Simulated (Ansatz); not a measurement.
**Preparing SiO2 (P4_2/mnm) as a host crystal**

Aim: the runs on the perfect crystal SiO2 (P4_2/mnm) that a defect calculation needs first.

Calculated with Ansatz 0.2.0; plane-wave PAW DFT, r2SCAN; relaxation of the host's cell and atoms; PAW set soft_1, in the first sound run; inputs show where later runs differ.

Report form: the programs' logs are mostly left out.

## 1. The structure

Symmetry: P4_2/mnm, No. 136, tetragonal system. Conventional cell: a = 4.180 Å, b = 4.180 Å, c = 2.670 Å, α = 90.00°, β = 90.00°, γ = 90.00°. Nearest to Si lie 6 O at 1.76 to 1.81 Å. Nearest to O lie 3 Si at 1.76 to 1.81 Å. Farther neighbours and most contacts between anions are not listed.

## 2. Host cell relaxation

Cell and atoms are relaxed together, until forces and stress fall under their thresholds.

The input, cell/input.yaml:

```yaml
crystal:
  lattice:
    - [4.18, 0.0, 0.0]
    - [0.0, 4.18, 0.0]
    - [0.0, 0.0, 2.67]
  atoms:
    - { symbol: Si, position: [0.0, 0.0, 0.0] }
    - { symbol: Si, position: [0.5, 0.5, 0.5] }
    - { symbol: O, position: [0.306, 0.306, 0.0] }
    - { symbol: O, position: [0.694, 0.694, 0.0] }
    - { symbol: O, position: [0.194, 0.806, 0.5] }
    - { symbol: O, position: [0.806, 0.194, 0.5] }
basis:
  ecutwfc: 500
  xc_grid: 2
hamiltonian:
  xc: r2scan
  pseudopotentials: { kind: paw, azcp: { folder: soft_1 } }
kpoints:
  mp_grid: { grid: [7, 7, 10] }
scf:
  occupations: { method: fixed }
  max_iter: 100
relax:
  f_tol: 0.005
  max_steps: 60
  cell: {}
output:
  forces: true
  stress: true
checkpoint:
  write: "../cell.run"
  compress: false
  write_wavefunctions: false
  write_every: 100000
```

The run is started by

```
$ ansatz run input.yaml --threads 8 --pin off --max-ram 22609MiB --backend cpu --events-out ev --progress --plain --runs-dir out
```

The job ended after 9.3 s (8 threads of Arm Neoverse V2, shared host; peak memory 0.42 GiB).

Step by step:

```tsv
step	energy less that of the first step (eV)	largest force component (eV/Å)	pressure (GPa)	volume (Å³)
1	0.0000	0.0024	0.43	46.65
2	-0.0001	0.0092	0.22	46.68
3	-0.0001	0.0079	-0.02	46.73
4	-0.0001	0.0058	0.08	46.72
5	-0.0001	0.0000	0.00	46.73
6*	-0.0002	0.0000	0.00	46.73
```

Relaxation steps marked * repeat the geometry before them on a plane-wave basis chosen anew for their cell, so energy and pressure can jump there.

The run keeps the 16 symmetry operations that it works with, so distortions that break them were not tested.

```tsv
conventional cell, symmetrised	before	after	change
a (Å)	4.180	4.185	+0.1 %
b (Å)	4.180	4.185	+0.1 %
c (Å)	2.670	2.668	-0.1 %
volume (Å³/atom)	7.78	7.79	+0.2 %
```

The relaxed structure:

```xyz
6
Lattice="4.1848 0.0000 0.0000 0.0000 4.1848 0.0000 0.0000 0.0000 2.6684" Properties=species:S:1:pos:R:3 pbc="T T T"
Si    0.0000    0.0000    0.0000
Si    2.0924    2.0924    1.3342
O     1.2810    1.2810    0.0000
O     2.9038    2.9038    0.0000
O     0.8114    3.3734    1.3342
O     3.3734    0.8114    1.3342
```

This step gave:

* pressure: -9.88e-4 GPa

The cell grew by 0.2 % in volume.

## 3. Dielectric tensors of the host

The response to a uniform electric field gives the electronic dielectric tensor.

This step: plane-wave PAW DFPT, PBEsol; dielectric tensors, Born charges and zone-centre modes of the host; PAW set soft_1 (Ansatz 0.2.0).

The input, eps/input.yaml:

```yaml
crystal:
  lattice:
    - [4.1847953566, 0.0, 0.0]
    - [0.0, 4.1847953566, 0.0]
    - [0.0, 0.0, 2.6684047496]
  atoms:
    - { symbol: Si, position: [0.0, 0.0, 0.0] }
    - { symbol: Si, position: [0.5, 0.5, 0.5] }
    - { symbol: O, position: [0.3061033493, 0.3061033493, 0.0] }
    - { symbol: O, position: [0.6938966507, 0.6938966507, 0.0] }
    - { symbol: O, position: [0.1938966507, 0.8061033493, 0.5] }
    - { symbol: O, position: [0.8061033493, 0.1938966507, 0.5] }
basis:
  ecutwfc: 420
hamiltonian:
  xc: pbesol
  pseudopotentials: { kind: paw, azcp: { folder: soft_1 }, xc_functional: pbe }
kpoints:
  mp_grid: { grid: [6, 6, 9] }
scf:
  occupations: { method: fixed }
  max_iter: 100
phonons:
  method: dfpt
  dielectric: true
  rigid_motions: translations
```

Run time: 26 s. Hardware: 8 threads; peak memory 0.89 GiB; 2.4 min of CPU time.

Electronic dielectric tensor:

```
3.41 0.00 0.00
0.00 3.41 0.00
0.00 0.00 3.58
```

Static dielectric tensor:

```
11.60  0.00  0.00
 0.00 11.60  0.00
 0.00  0.00  9.01
```

The principal values of the electronic dielectric tensor are 3.41, 3.41 and 3.58. The principal values of the static dielectric tensor are 9.01, 11.60 and 11.60.

## 4. Primitive cell on a dense mesh

A dense mesh gives the host's converged energy, against which the supercell's sampling is tested.

This step: plane-wave PAW DFT, r2SCAN; single point of the host's primitive cell on a dense mesh; PAW set soft_1 (Ansatz 0.2.0).

The input, dense/input.yaml:

```yaml
crystal:
  lattice:
    - [4.1847953566, 0.0, 0.0]
    - [0.0, 4.1847953566, 0.0]
    - [0.0, 0.0, 2.6684047496]
  atoms:
    - { symbol: Si, position: [0.0, 0.0, 0.0] }
    - { symbol: Si, position: [0.5, 0.5, 0.5] }
    - { symbol: O, position: [0.3061033493, 0.3061033493, 0.0] }
    - { symbol: O, position: [0.6938966507, 0.6938966507, 0.0] }
    - { symbol: O, position: [0.1938966507, 0.8061033493, 0.5] }
    - { symbol: O, position: [0.8061033493, 0.1938966507, 0.5] }
basis:
  ecutwfc: 500
  xc_grid: 2
hamiltonian:
  xc: r2scan
  pseudopotentials: { kind: paw, azcp: { folder: soft_1 } }
kpoints:
  mp_grid: { grid: [7, 7, 10] }
scf:
  occupations: { method: fermi_dirac, width: 0.01 }
  max_iter: 80
```

Wall time 1.5 s (8 threads); peak memory 0.39 GiB; 7 s of CPU time.

## 5. Self-consistent run

This step: plane-wave PAW DFT, r2SCAN; single point of the defect-free supercell, a test of its k-points; PAW set soft_1 (Ansatz 0.2.0).

System of this step: SiO2 (P4_2/mnm). The cell holds 96 atoms: 32 Si and 64 O. Cell: a = 9.926 Å, b = 9.926 Å, c = 11.836 Å, α = 53.4°, β = 53.4°, γ = 73.2°.

The input, pristine.sampling/input.yaml:

```yaml
crystal:
  lattice:
    - [0.0, 8.3695907132, 5.3368094992]
    - [8.3695907132, 0.0, 5.3368094992]
    - [8.3695907132, 8.3695907132, 0.0]
  atoms:
    - { symbol: Si, position: [0.0, 0.0, 0.0] }
    - { symbol: Si, position: [0.25, 0.25, 0.25] }
    - { symbol: Si, position: [0.125, 0.125, 0.125] }
    - { symbol: Si, position: [0.375, 0.375, 0.375] }
    - { symbol: O, position: [0.0, 0.0, 0.1530516746] }
    - { symbol: O, position: [0.25, 0.25, 0.4030516747] }
    - { symbol: O, position: [0.0, 0.0, 0.3469483253] }
    - { symbol: O, position: [0.25, 0.25, 0.0969483254] }
    - { symbol: O, position: [0.0280516746, 0.2219483254, 0.375] }
    - { symbol: O, position: [0.2780516747, 0.4719483254, 0.125] }
    - { symbol: O, position: [0.2219483254, 0.0280516746, 0.375] }
    - { symbol: O, position: [0.4719483254, 0.2780516747, 0.125] }
    - { symbol: Si, position: [0.0, 0.0, 0.5] }
    - { symbol: Si, position: [0.25, 0.25, 0.75] }
    - { symbol: Si, position: [0.125, 0.125, 0.625] }
    - { symbol: Si, position: [0.375, 0.375, 0.875] }
    - { symbol: O, position: [0.0, 0.0, 0.6530516746] }
    - { symbol: O, position: [0.25, 0.25, 0.9030516746] }
    - { symbol: O, position: [0.0, 0.0, 0.8469483254] }
    - { symbol: O, position: [0.25, 0.25, 0.5969483254] }
    - { symbol: O, position: [0.0280516746, 0.2219483254, 0.875] }
    - { symbol: O, position: [0.2780516747, 0.4719483254, 0.625] }
    - { symbol: O, position: [0.2219483254, 0.0280516746, 0.875] }
    - { symbol: O, position: [0.4719483254, 0.2780516747, 0.625] }
    - { symbol: Si, position: [0.0, 0.5, 0.0] }
    - { symbol: Si, position: [0.25, 0.75, 0.25] }
    - { symbol: Si, position: [0.125, 0.625, 0.125] }
    - { symbol: Si, position: [0.375, 0.875, 0.375] }
    - { symbol: O, position: [0.0, 0.5, 0.1530516746] }
    - { symbol: O, position: [0.25, 0.75, 0.4030516747] }
[... 60 atom lines left out ...]
    - { symbol: O, position: [0.5, 0.5, 0.8469483254] }
    - { symbol: O, position: [0.75, 0.75, 0.5969483254] }
    - { symbol: O, position: [0.5280516746, 0.7219483254, 0.875] }
    - { symbol: O, position: [0.7780516746, 0.9719483254, 0.625] }
    - { symbol: O, position: [0.7219483254, 0.5280516746, 0.875] }
    - { symbol: O, position: [0.9719483254, 0.7780516746, 0.625] }
basis:
  ecutwfc: 500
  xc_grid: 2
hamiltonian:
  xc: r2scan
  pseudopotentials: { kind: paw, azcp: { folder: soft_1 } }
kpoints:
  mp_grid: { grid: [1, 1, 1], shift: [0.25, 0.25, 0.25] }
scf:
  occupations: { method: fermi_dirac, width: 0.01 }
  max_iter: 80
```

Elapsed: 9 s, on 8 threads; peak memory 2.2 GiB; 45 s of CPU time.

This step gave:

```
energy over dense mesh : 0.003548 eV/atom
```

## 6. Defect free supercell relaxed from its symmetric sites

This cell, the one that will hold the defects, is built from the relaxed host. Its coarser k-points can move the atoms a little, so it is relaxed from the symmetric sites, as the reference for the test of stability.

This step: plane-wave PAW DFT, r2SCAN; relaxation of the defect-free supercell from its symmetric sites; PAW set soft_1 (Ansatz 0.2.0).

pristine.symmetric/input.yaml, as its differences from pristine.sampling/input.yaml of step 5:

```diff
@@ -54 +54,12 @@
   max_iter: 80
+output:
+  forces: true
+relax:
+  f_tol: 0.01
+  max_steps: 60
+  escape_saddle: false
+checkpoint:
+  write: "../pristine.symmetric.run"
+  compress: false
+  write_wavefunctions: false
+  write_every: 100000
```

It took 27 s on 8 threads; peak memory 2.2 GiB.

Hardly anything moved in the relaxation; the energy changed by under 0.2 meV an atom.

## 7. Defect free supercell relaxed from displaced atoms

This step: plane-wave PAW DFT, r2SCAN; relaxation of the defect-free supercell from random displacements, a test of the host's stability; PAW set soft_1 (Ansatz 0.2.0).

pristine.rattled/input.yaml, as its differences from pristine.symmetric/input.yaml of step 6:

```diff
@@ -58,6 +58,6 @@
   f_tol: 0.01
-  max_steps: 60
-  escape_saddle: false
+  max_steps: 120
+  random_displacement: { amplitude: 0.08, seed: 8051 }
 checkpoint:
-  write: "../pristine.symmetric.run"
+  write: "../pristine.rattled.run"
   compress: false
```

Wall time 78 s (8 threads); peak memory 2.2 GiB.

The steps of the relaxation:

```tsv
step	energy less that of the first step (eV)	largest force component (eV/Å)
1	0.0000	3.7932
2	-5.2535	2.6861
3	-8.4454	0.0408
4	-8.4454	0.0408
5	-8.4463	0.0008
6	-8.4463	0.0008
```

The relaxation ends 88 meV an atom lower than the displaced start, with a largest force component of 7.8e-4 eV/Å.

## 8. What came out

| Item | Value |
| --- | --- |
| primitive cell vectors, lengths | 4.185, 4.185, 2.668 Å |
| electronic dielectric constant | principal values (3.41, 3.41, 3.58) |
| static dielectric constant | principal values (9.01, 11.60, 11.60) |
| gap on the k-mesh of the response run (PBEsol) | 5.52 eV |
| supercell relaxed in its symmetry less the displaced and relaxed one | 0.000 eV |
| energy an atom at one point at (¼, ¼, ¼) less that on the dense mesh | 0.004 eV |

What this shows: Step 7: The energy fell by 8.446 eV from the randomly displaced start; the atoms end within 0.005 Å of the sites as typed, once the mean shift is taken out. The displaced cell ends within 0.01 eV of the symmetric one relaxed in its symmetry, so no lower structure shows in this supercell. The k-mesh can miss the band edges, so this gap is an upper bound at this level. All at zero temperature.

[Logs are printed without paths, hosts, clocks, repeated set-up lines and the standing remarks that a program may print on its own settings, such as how far it seeks lower states.]

[Hosts, paths, dates, database ids (printed as entryN), source tags and the programs' standing remarks are cut or masked in the printed files.]

[Runs of the host that timed out are not shown.]

[For some hosts the program warned that the k-mesh of the response run may be too coarse for force constants and the static dielectric constant; such warnings are not always shown.]
